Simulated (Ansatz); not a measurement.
Crystal: SnO2.

```
Sn O
1.0
     1.61709    0.93363    4.80059
    -1.61709    0.93363    4.80059
     0.00000   -1.86726    4.80059
Sn O
1 2
Cartesian
  0.0000 0.0000 7.2009
  0.0000 0.0000 10.9861
  0.0000 0.0000 3.4157
```

Measurements of this composition are mostly on another form, of space group No. 136.

* Program: Ansatz 0.2.0
* Task: single point
* Functional: PBE
* Potentials or basis: all-electron LAPW, scalar-relativistic
* Cutoff: 382 eV (chosen from the basis error)
* Basis error allowed: 0.001 eV/atom
* k mesh: 10 × 10 × 10
* Occupations: fermi-dirac, width 0.05 eV
* Spin: no spin polarisation

On this cell: pressure -0.6 GPa; largest force 0.136 eV/Å; band gap on the k mesh 1.94 eV, indirect (least direct gap 2.05 eV).

The same run follows on a disturbed copy (atoms moved at random, drawn with an rms of 0.05 Å):

```
Sn O
1.0
     1.61709    0.93363    4.80059
    -1.61709    0.93363    4.80059
     0.00000   -1.86726    4.80059
Sn O
1 2
Direct
  0.51695 0.49711 0.49932
  0.78022 0.76876 0.74554
  0.22897 0.25438 0.23296
```

Q: What changes?

A: The energy moves by +14.4 meV/atom; pressure 0.1 GPa; largest force 1.020 eV/Å; band gap on the k mesh 1.92 eV, indirect (least direct gap 2.06 eV).

Forces on the atoms (eV/Å):
```
Sn  -0.641  0.144 -0.780
O   -0.023 -0.283  0.433
O    0.664  0.139  0.347
```

Stress tensor (GPa, compression positive):
```
 0.22  0.34  2.39
 0.34  0.21  1.54
 2.39  1.54 -0.23
```

Caveats: spin-orbit coupling is left out, which moves the levels of the heavy elements.

A k mesh can miss the band edges.
